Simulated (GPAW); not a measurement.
**ZnS (Wurtzite-2H): band structure with PBE**

**The experiment to reproduce.**

From a printed reference work, monograph, for a bulk crystal of ZnS at 4 K: band gap 3.911 eV (direct).

The system is ZnS (Wurtzite-2H).

```xyz
4
Lattice="3.8110 0.0000 0.0000 -1.9055 3.3004 0.0000 0.0000 0.0000 6.2340" Properties=species:S:1:pos:R:3 pbc="T T T"
Zn    1.9055    1.1001    3.1170
Zn    0.0000    2.2003    0.0000
S     1.9055    1.1001    5.5171
S     0.0000    2.2003    2.4001
```

```
Program             : GPAW 26.7.0
Task                : band structure
Functional          : PBE
Potentials or basis : GPAW PAW data sets (gpaw-data 1.2.1)
Cutoff              : 600 eV
Basis               : pw
k mesh              : 8 × 8 × 5
Occupations         : fermi-dirac, width 0.05 eV
Spin                : no spin polarisation
Maxiter             : 150
Band path           : GMKGALHA,LM,KH
Band points         : 80
```

| Property | Result |
| --- | --- |
| Pressure | 2.4 GPa |
| Largest force | 0.328 eV/Å |
| Band gap on the k mesh | 2.24 eV, direct |
| Band gap along the path | 2.24 eV, direct |

Forces on the atoms (eV/Å):
```
Zn   0.000  0.000  0.328
Zn   0.000  0.000  0.328
S    0.000  0.000 -0.328
S    0.000  0.000 -0.328
```

Stress tensor (GPa, compression positive):
```
3.07 0.00 0.00
0.00 3.07 0.00
0.00 0.00 0.95
```

Levels at the corners of the path, in eV from the valence-band top:
```
point  band 15  band 16  band 17  band 18  band 19  band 20  band 21  band 22
    Γ    -0.86    -0.01    -0.01     0.00     2.24     2.99     6.28     6.28
    M    -3.15    -2.25    -1.56    -0.98     3.61     4.26     5.17     7.10
    K    -3.87    -2.21    -2.21    -2.21     4.46     5.91     5.91     7.88
    Γ    -0.86    -0.01    -0.01     0.00     2.24     2.99     6.28     6.28
    A    -0.45    -0.45    -0.45    -0.45     3.51     3.51     6.70     6.70
    L    -1.66    -1.66    -1.53    -1.53     3.61     3.61     5.13     5.13
    H    -3.11    -3.11    -1.25    -1.25     4.53     4.53     6.47     6.47
    A    -0.45    -0.45    -0.45    -0.45     3.51     3.51     6.70     6.70
    L    -1.66    -1.66    -1.53    -1.53     3.61     3.61     5.13     5.13
    M    -3.15    -2.25    -1.56    -0.98     3.61     4.26     5.17     7.10
    K    -3.87    -2.21    -2.21    -2.21     4.46     5.91     5.91     7.88
    H    -3.11    -3.11    -1.25    -1.25     4.53     4.53     6.47     6.47
```

Run time: 3.6 min on 1 thread of Arm Neoverse V1, with other jobs on the host, peak memory 0.48 GiB.

Against the measured gap of ZnS, 3.911 eV (direct; 4 K; a printed reference work, monograph), the calculated 2.24 eV is off by -1.67 eV. The value is that of PBE, without temperature or zero-point motion. Semilocal functionals fall short of measured gaps as a rule.
